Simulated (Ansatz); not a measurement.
# MgS (F-43m) in Ansatz: relaxation of cell and atoms with B3LYP

Aim: the relaxation of cell and atoms of MgS with B3LYP.

All numbers are computed with Ansatz 0.2.0; they aren't measurements. Logs are shortened: lines on timing, memory, paths and dates and some standing lists are left out, and cuts for length are marked.

## 1. Starting point

It takes space group F-43m (No. 216, cubic). Conventional cell: a = 5.666 Å, b = 5.666 Å, c = 5.666 Å, α = 90.00°, β = 90.00°, γ = 90.00°. S (site symmetry -43m) has 4 Mg at 2.45 Å as nearest neighbours. Mg (site symmetry -43m) has 4 S at 2.45 Å as nearest neighbours.

The cell comes from a database or a generator and needn't be the stable form of this composition.

## 2. Relaxation of cell and atoms, B3LYP

input.yaml

```yaml
crystal:
  lattice:
    - [0.0, 2.8331200468, 2.8331200468]
    - [2.8331200468, 0.0, 2.8331200468]
    - [2.8331200468, 2.8331200468, 0.0]
  atoms:
    - { symbol: S, position: [0.25, 0.25, 0.25] }
    - { symbol: Mg, position: [0.0, 0.0, 0.0] }
hamiltonian:
  xc: b3lyp
  pseudopotentials: { kind: paw }
kpoints:
  mp_grid: { grid: [4, 4, 4] }
scf:
  occupations: { method: fermi_dirac, width: 0.05 }
output:
  forces: true
  stress: true
  eigenvalues: true
relax:
  f_tol: 0.01
  max_steps: 40
  cell: { stress_tol: 0.05 }
```

Potentials or basis: Ansatz PAW.

On the command line:

```bash
$ ansatz run input.yaml --threads 2 --pin off --max-ram 5632MiB --backend cpu --events-out ev --progress --plain --runs-dir out
```

Output:

```text
Warning: RAYON_NUM_THREADS=2 ignored (pool sized by the plan → 2); use --threads N
Engine: ansatz 0.2.0, aarch64-unknown-linux-gnu
Pseudopotentials: kind: paw
Pseudopotential: S, paw, valence charge 6, recommended cutoff 420 eV (normal), S.paw.azcp
Pseudopotential: Mg, paw, valence charge 10, recommended cutoff 420 eV (normal), Mg.paw.azcp
Functional definition: B3LYP
  parameter a0 = 0.2
  parameter ax = 0.72
  parameter ac = 0.81
  exchange = (1 - a0 - ax)*slater_x + ax*b88_x + a0*exact_x
  correlation = (1 - ac)*vwn_rpa_c + ac*lyp_c
Crystal: 2 atoms, lattice volume = 45.480 Å³
Basis set: ecut = 420 eV, 893 PW (Γ), exchange–correlation on 54×54×54 points (8 copies of the dense FFT grid, shifted against one another)
Bands: 12, of which v1, the nominal top of the filled ones, is band 8 counted from 1 (7 counted from 0)
Symmetry: 24 space group operations
Space group: F-43m (ITA 216), of the structure as read, at distance tolerance 3.6e-5 Å
k-points: 8 of 64 (time reversal used)
Non-local potential: S, projectors of the file, l = 0: 2, l = 1: 2, l = 2: 2
Non-local potential: Mg, projectors of the file, l = 0: 3, l = 1: 2, l = 2: 1
PAW form: soft (Blöchl's): semilocal exchange-correlation on the pseudo side does not see the compensation charge
PAW frozen core: S, regenerated for the run's functional, and the local potential with it (the file was generated under x = pbe(κ = 0.804, μ = 0.2195149727645171), c = pbe(β = 0.06672455060314922))
PAW frozen core: Mg, regenerated for the run's functional, and the local potential with it (the file was generated under x = pbe(κ = 0.804, μ = 0.2195149727645171), c = pbe(β = 0.06672455060314922))
PAW one-centre angular grid: S, 110 points (default); XC on 64 Gauss nodes
PAW one-centre angular grid: Mg, 110 points (default); XC on 64 Gauss nodes
Initial density: superposition of atomic densities (neutral atoms: chi_scale 0, normalization atom), corrected by the library's trained network
Initial wavefunctions: pseudopotential atomic-orbital guess
Functional: x = 0.1 slater + 0.9 b88, c = 0.19 vwn_rpa + 0.81 lyp, warm-up for x = 0.08 slater + 0.72 b88 + 0.2 exact, c = 0.19 vwn_rpa + 0.81 lyp
SCF iter   1: F=—  HF=-2835.819485 eV  |F-HF|=—  |Δ(HF+E_count)|=         —  Δρ=5.47e-3  dr2=1.95e-2  ethr=1.77e-3  ⟨swp⟩=9.6  Hψ=503  notcnv=0
preconditioner: auto → none  [insulator: Δε(μ)=3.630 eV  Ē_g=11.231 eV  σ=0.050 eV  W_gap=1.00  n_scr=14 (ndim 8)  ℏωp=15.6 eV  f_vac=0.016  D(μ)=0.00/eV (n_scr^D=0)]
iter 2 solved again at ethr=3.85e-6 eV; its pass at ethr=1.22e-4 eV (dr2=6.16e-4 eV) is discarded
SCF iter   2: F=-2835.812466 eV  HF=-2835.812782 eV  |F-HF|=3.16e-4  |Δ(HF+E_count)|=   6.70e-3  Δρ=9.98e-4  dr2=6.07e-4  ethr=3.85e-6  ⟨swp⟩=2.1  Hψ=415  notcnv=0
SCF 1 stopped early in 2 iterations: F = -2835.812466 eV  dr2 = 6.07e-4
Initial density: handed on by an earlier stage of this run
Initial wavefunctions: those handed on with the density
Functional: x = 0.08 slater + 0.72 b88 + 0.2 exact, c = 0.19 vwn_rpa + 0.81 lyp
Frozen-core exchange: fock
SCF iter   1: F=—  HF=-2837.553806 eV  |F-HF|=—  |Δ(HF+E_count)|=         —  Δρ=2.67e-3  dr2=1.82e-3  ethr=3.79e-5  ⟨swp⟩=5.1  Hψ=384  notcnv=0
preconditioner: auto → none  [insulator: Δε(μ)=4.945 eV  Ē_g=13.038 eV  σ=0.050 eV  W_gap=1.00  n_scr=14 (ndim 8)  ℏωp=15.6 eV  f_vac=0.028  D(μ)=0.00/eV (n_scr^D=0)]
SCF iter   2: F=—  HF=-2837.552773 eV  |F-HF|=—  |Δ(HF+E_count)|=   1.03e-3  Δρ=9.51e-4  dr2=4.21e-4  ethr=1.03e-5  ⟨swp⟩=3.0  Hψ=198  notcnv=0
SCF iter   3: F=—  HF=-2837.552698 eV  |F-HF|=—  |Δ(HF+E_count)|=   7.47e-5  Δρ=2.03e-4  dr2=2.10e-4  ethr=1.60e-6  ⟨swp⟩=2.0  Hψ=160  notcnv=0
SCF iter   4: F=—  HF=-2837.554345 eV  |F-HF|=—  |Δ(HF+E_count)|=   1.65e-3  Δρ=2.84e-4  dr2=5.38e-5  ethr=7.89e-8  ⟨swp⟩=4.0  Hψ=277  notcnv=0
SCF iter   5: F=—  HF=-2837.554328 eV  |F-HF|=—  |Δ(HF+E_count)|=   1.73e-5  Δρ=4.83e-5  dr2=3.37e-6  ethr=7.89e-8  ⟨swp⟩=3.0  Hψ=195  notcnv=0
SCF iter   6: F=-2837.554347 eV  HF=-2837.554347 eV  |F-HF|=2.27e-7  |Δ(HF+E_count)|=   1.91e-5  Δρ=3.71e-5  dr2=1.16e-6  ethr=3.83e-9  ⟨swp⟩=3.8  Hψ=225  notcnv=0
SCF 2 stopped early in 6 iterations: F = -2837.554347 eV  dr2 = 1.16e-6
hybrid outer 1: dexx = +1.813e-3 eV, tail = 1.53e-5 eV
Frozen-core exchange: fock
SCF iter   1: F=—  HF=-2837.554331 eV  |F-HF|=—  |Δ(HF+E_count)|=         —  Δρ=2.57e-5  dr2=3.96e-7  ethr=4.78e-7  ⟨swp⟩=5.0  Hψ=250  notcnv=0
preconditioner: auto → none  [insulator: Δε(μ)=4.986 eV  Ē_g=13.052 eV  σ=0.050 eV  W_gap=1.00  n_scr=14 (ndim 8)  ℏωp=15.6 eV  f_vac=0.035  D(μ)=0.00/eV (n_scr^D=0)]
SCF iter   2: F=—  HF=-2837.554331 eV  |F-HF|=—  |Δ(HF+E_count)|=   1.16e-7  Δρ=5.51e-6  dr2=1.35e-8  ethr=2.41e-9  ⟨swp⟩=3.1  Hψ=226  notcnv=0
[... 64 lines left out ...]
  Residual-converged pass: ⟨swp⟩=4.2  Hψ=257  notcnv=0  max |occ|·‖R‖ = 9.6e-9 eV (tolerance 1.0e-8 eV)  dr2=6.41e-12  dr2_onsite=1.63e-12  max |Δocc| = 0.0e0
hybrid outer 2: dexx = +8.135e-8 eV, tail = 3.05e-8 eV, Δε = 1.01e-3 eV (about 6.56e-5 eV left of the loop's levels)
Frozen-core exchange: fock
SCF iter   1: F=—  HF=-2837.557408 eV  |F-HF|=—  |Δ(HF+E_count)|=         —  Δρ=6.74e-7  dr2=8.72e-11  ethr=9.52e-10  ⟨swp⟩=4.8  Hψ=248  notcnv=0
SCF iter   2: F=-2837.557408 eV  HF=-2837.557408 eV  |F-HF|=1.82e-12  |Δ(HF+E_count)|=  6.09e-11  Δρ=9.31e-8  dr2=4.34e-12  ethr=1.00e-12  ⟨swp⟩=4.0  Hψ=217  notcnv=0
SCF 10 converged in 2 iterations: F = -2837.557408 eV  dr2 = 4.34e-12
  Residual-converged pass: ⟨swp⟩=4.1  Hψ=254  notcnv=0  max |occ|·‖R‖ = 9.9e-9 eV (tolerance 1.0e-8 eV)  dr2=4.35e-12  dr2_onsite=5.54e-13  max |Δocc| = 0.0e0
hybrid outer 3: dexx = +2.044e-11 eV, tail = 1.01e-11 eV, Δε = 1.40e-5 eV (about 1.51e-6 eV left of the loop's levels), ΔF = 4.63e-17 eV/Å (tail 1.20e-17)
relax step   3: F+E_penalty+E_count = -2837.55740783 eV  Δ(F+E_penalty+E_count) = -2.581e-4 eV  max|allowed force component| = 7.980e-17 eV/Å  Δτ_max = 0.0000 Å  P = +0.009 GPa  Ω = 46.364 Å³  energy of the carried Pulay correction = -4.766e-5 eV  (13 SCF iters, accepted)
Frozen-core exchange: fock
iter 1 solved again at ethr=1.18e-10 eV; its pass at ethr=1.00e-1 eV (dr2=1.88e-8 eV) is discarded
SCF iter   1: F=—  HF=-2837.557420 eV  |F-HF|=—  |Δ(HF+E_count)|=         —  Δρ=4.53e-5  dr2=2.61e-8  ethr=1.18e-10  ⟨swp⟩=16.0  Hψ=875  notcnv=1
preconditioner: auto → none  [insulator: Δε(μ)=5.152 eV  Ē_g=13.259 eV  σ=0.050 eV  W_gap=1.00  n_scr=14 (ndim 8)  ℏωp=15.4 eV  f_vac=0.040  D(μ)=0.00/eV (n_scr^D=0)]
SCF iter   2: F=—  HF=-2837.557448 eV  |F-HF|=—  |Δ(HF+E_count)|=   2.85e-5  Δρ=2.27e-5  dr2=8.29e-9  ethr=1.18e-10  ⟨swp⟩=3.0  Hψ=185  notcnv=0
iter 3 solved again at ethr=1.00e-12 eV; its pass at ethr=3.70e-11 eV (dr2=7.63e-11 eV) is discarded
SCF iter   3: F=—  HF=-2837.557458 eV  |F-HF|=—  |Δ(HF+E_count)|=   9.48e-6  Δρ=4.13e-7  dr2=9.12e-11  ethr=1.00e-12  ⟨swp⟩=2.0  Hψ=373  notcnv=0
SCF iter   4: F=-2837.557458 eV  HF=-2837.557458 eV  |F-HF|=2.86e-7  |Δ(HF+E_count)|=  6.20e-10  Δρ=9.16e-8  dr2=7.06e-12  ethr=1.00e-12  ⟨swp⟩=3.0  Hψ=180  notcnv=0
SCF 11 converged in 4 iterations: F = -2837.557458 eV  dr2 = 7.06e-12
hybrid outer 1: dexx = +7.582e-8 eV, tail = 3.50e-10 eV
Frozen-core exchange: fock
SCF iter   1: F=—  HF=-2837.557458 eV  |F-HF|=—  |Δ(HF+E_count)|=         —  Δρ=1.45e-7  dr2=1.74e-12  ethr=1.09e-11  ⟨swp⟩=14.6  Hψ=521  notcnv=1
preconditioner: auto → none  [insulator: Δε(μ)=4.878 eV  Ē_g=12.952 eV  σ=0.050 eV  W_gap=1.00  n_scr=14 (ndim 8)  ℏωp=15.4 eV  f_vac=0.040  D(μ)=0.00/eV (n_scr^D=0)]
SCF iter   2: F=-2837.557458 eV  HF=-2837.557458 eV  |F-HF|=6.18e-11  |Δ(HF+E_count)|=  3.64e-11  Δρ=8.63e-8  dr2=3.97e-13  ethr=1.00e-12  ⟨swp⟩=2.0  Hψ=160  notcnv=0
SCF 12 converged in 2 iterations: F = -2837.557458 eV  dr2 = 3.97e-13
  Residual-converged pass: ⟨swp⟩=4.0  Hψ=254  notcnv=0  max |occ|·‖R‖ = 9.2e-9 eV (tolerance 1.0e-8 eV)  dr2=3.90e-13  dr2_onsite=9.71e-14  max |Δocc| = 0.0e0
hybrid outer 2: dexx = +1.774e-12 eV, tail = 9.96e-13 eV, Δε = 3.07e-6 eV (about 1.35e-7 eV left of the loop's levels)
relax step   4: F+E_penalty+E_count = -2837.55745810 eV  Δ(F+E_penalty+E_count) = -5.027e-5 eV  max|allowed force component| = 6.650e-17 eV/Å  Δτ_max = 0.0000 Å  P = +0.010 GPa  Ω = 46.364 Å³  stress off target by 9.59e-3 GPa  SCF on the basis re-selected at this cell (its energy is not comparable with the rows above)  (6 SCF iters)
basis re-selected at this cell: Δ(F+E_penalty+E_count) = -5.027e-5 eV, ΔP = +0.000 GPa vs the last step (what re-selecting the basis moved, of the pressure what is left beyond the Pulay correction that the steps carried, after the strain that the cell walked since its last selection, with what the two solves' SCF thresholds leave and, on support functions, any second-order correction that the steps lacked; it is no measure of the basis error at this ecutwfc). This SCF's stress stands 9.59e-3 GPa from its target on what of the cell is left free (relax.cell.stress_tol is 5.00e-2 GPa) and its largest allowed force component is 6.65e-17 eV/Å (relax.f_tol is 1.00e-2 eV/Å): within both
hybrid SCF converged: 2 outer / 6 inner (+0 warm-up), last move |dexx| = 1.77e-12 eV, tail = 9.96e-13 eV
Stability not checked: this state was not tested for a lower state beside it, because the functional holds exact exchange (a hybrid, or Hartree-Fock), whose exchange loop this test does not read (fock_operator; see scf.lower_state_search)
Free energy (F): -2837.557458 eV
Frozen-core exchange: fock
Harris-Foulkes:  -2837.557458 eV  (|F-HF|=6.18e-11)
Internal energy: -2837.557458 eV  (E = F + TS)
E sigma→0 (E₀):  -2837.557458 eV
Fermi energy:    4.707011 eV
--- Per-component energies (eV) ---
  E_band       = -411.652045
  E_kinetic    = 184.927159
  E_local      = -1893.392857  (includes V_loc(G=0)·N_el)
  E_nonlocal   = 120.745643
  E_hartree    = 687.826499
  E_xc         = -104.243024
  E_vxc        = -102.414893  (∫ρ·V_xc dr)
  E_exx        = -55.635874  (= α·E_x^exact, valence–valence)
  E_paw        = -868.994023  (= ΣΔE_a)
  E_vpaw       = 14.101651  (= ΣTr[D̂ρ^β])
  E_aug_tail   = 0.000002  (compensation charges beyond the density's cutoff)
  E_ewald      = -908.733644
  E_core_change = -0.057339  (= ΣΔE_core)
  E_smearing   = -0.000000  (= −TS)
  E_closure    = -0.000000  (closes the sum)
  Σ components = -2837.557458   (vs F -2837.557458, Δ=0.00e0)
--- Forces (eV/Å), atoms counted from 1 ---
  atom   1  S     -0.00000000     0.00000000     0.00000000
  atom   2  Mg     0.00000000    -0.00000000    -0.00000000
  max |Σ_I F_I| component: 9.83e-17 eV/Å
--- Stress (GPa, compression-positive) ---
        0.009589      -0.000000      -0.000000
       -0.000000       0.009589       0.000000
       -0.000000       0.000000       0.009589
  P = ⅓ Tr σ = 0.0096 GPa (0.096 kbar)
--- Band table (eV; the first three rows and the last of 8) ---
  k-point 0: bands = ["-75.6648", "-41.1524", "-41.1524", "-41.1524", "-9.9078", "2.2369", "2.2369", "2.2369", "7.1148", "11.7574", "11.7574", "11.7574"]
  k-point 1: bands = ["-75.6648", "-41.1538", "-41.1527", "-41.1527", "-9.5857", "0.3438", "2.0563", "2.0563", "8.6597", "11.6027", "11.9842", "11.9842"]
  k-point 2: bands = ["-75.6647", "-41.1551", "-41.1529", "-41.1529", "-9.2103", "-1.0081", "1.8925", "1.8925", "8.8063", "11.4568", "11.4568", "12.5432"]
  k-point 7: bands = ["-75.6647", "-41.1546", "-41.1541", "-41.1536", "-8.9763", "-0.1723", "0.3604", "0.9029", "9.3542", "11.6723", "12.0362", "12.3586"]
--- Relaxed structure (3 steps of the walk, 3 accepted, 1 SCFs on fresh bases) ---
  F+E_penalty+E_count = -2837.55745810 eV   max|allowed force component| = 6.650e-17 eV/Å   (the final SCF, on the basis selected at the relaxed cell)
  cell:  # Å, volume = 46.3643 Å³
    - [1.0190744065791178e-33, 2.8513536765309455, 2.8513536765309455]
    - [2.8513536765309455, 2.9553157790794427e-33, 2.8513536765309455]
    - [2.8513536765309455, 2.8513536765309455, 3.872482745000649e-33]
  atoms:
    - { symbol: S, position: [0.25, 0.25, 0.25] }
    - { symbol: Mg, position: [-1.7419648306348963e-34, 6.07563343367781e-34, 5.027622072157628e-34] }
```

Run time: 17 s. Hardware: 2 threads of Arm Neoverse V1, shared host; peak memory 0.54 GiB.

What came out:

```yaml
Free_energy: -2837.5575 eV
Relaxed_volume: 23.18 Å³/atom
Relaxed_cell: a = 4.032 Å, b = 4.032 Å, c = 4.032 Å, α = 60.00°, β = 60.00°, γ = 60.00°
Space_group_after_relaxing_to_0.05_Å: F-43m (No. 216)
Energy_gained_by_relaxing: 1.6 meV/atom
Ionic_steps: 4
Pressure_after_relaxing: 0.0 GPa
Band_gap_on_the_k_mesh: 4.88 eV, direct
```

The path:
```csv
step,energy change (eV),largest force (eV/Å),volume (Å³)
1,0.0000,0.0000,45.48
2,-0.0028,0.0000,46.11
3,-0.0031,0.0000,46.36
4,-0.0031,0.0000,46.36
```

Final structure:
```xyz
2
Lattice="0.0000 2.8514 2.8514 2.8514 0.0000 2.8514 2.8514 2.8514 0.0000" Properties=species:S:1:pos:R:3 pbc="T T T"
S     1.4257    1.4257    1.4257
Mg    0.0000    0.0000    0.0000
```

Caveat: the k mesh is coarse (spacing up to 0.48 Å⁻¹), so the values aren't converged, least of all with exact exchange; the plane-wave basis is chosen anew once the cell has moved, so the energies of steps on either side of that aren't comparable; the PAW data sets come from PBE, with cores solved anew for the run's functional, which leaves a small shift of forces and pressure.
